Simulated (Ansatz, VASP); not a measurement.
## One calculation of AlN, two programs

INCAR

```
ALGO     = Fast           # electronic algorithm
EDIFF    = 1E-6           # SCF threshold, eV
ENCUT    = 520            # plane-wave cutoff, eV
GGA      = PE             # functional
ISIF     = 2              # what is computed and relaxed
ISMEAR   = 0              # smearing method
LASPH    = T              # aspherical terms in the spheres
LCHARG   = F              # write CHGCAR
LREAL    = F              # projectors in reciprocal space
LWAVE    = F              # write WAVECAR
NBANDS   = 11             # bands
NELM     = 100            # most SCF steps
PREC     = Accurate       # precision mode
SIGMA    = 0.1            # smearing width, eV
```

File KPOINTS:

```
k-points
0
Gamma
  8 8 8
```

POSCAR

```
AlN
1.0
    0.0000000000      2.1721267716      2.1721267716
    2.1721267716      0.0000000000      2.1721267716
    2.1721267716      2.1721267716      0.0000000000
Al N
1 1
Direct
    0.0000000000      0.0000000000      0.0000000000
    0.5000000000      0.5000000000      0.5000000000
```

Input for Ansatz:

```yaml
crystal:
  lattice:
    - [0.0, 2.1721267716, 2.1721267716]
    - [2.1721267716, 0.0, 2.1721267716]
    - [2.1721267716, 2.1721267716, 0.0]
  atoms:
    - { symbol: Al, position: [0.0, 0.0, 0.0] }
    - { symbol: "N", position: [0.5, 0.5, 0.5] }
basis:
  ecutwfc: 420
kpoints:
  mp_grid: { grid: [8, 8, 8] }
hamiltonian:
  xc: pbe
scf:
  occupations: { method: gaussian, width: 0.1 }
output:
  forces: true
  stress: true
  eigenvalues: true
```

Alike in both runs: task single point; functional PBE; k mesh 8 × 8 × 8; occupations gaussian, width 0.1 eV; no spin polarisation.

|  | VASP | Ansatz |
| --- | --- | --- |
| version | VASP 6.6.1 | Ansatz 0.2.0 |
| potentials or method | VASP PAW PBE potentials, release 64 (Al, N) | scalar-relativistic, plane waves, PAW |
| plane-wave cutoff (eV) | 520 | 420 |
| valence electrons in the cell | 8 | 8 |

```csv
,VASP,Ansatz,Ansatz less VASP
gap on the k mesh at the Fermi level (eV),2.72,2.73,+0.016
least direct gap on the mesh (eV),2.90,2.90,-0.002
pressure (GPa),-33.1,-33.0,+0.13
```

Caveats: the cell as given lies far from equilibrium; so large a pressure means that the cell lies far from this level's equilibrium, or that cutoff or potentials fall short (VASP). A k mesh can miss the band edges.
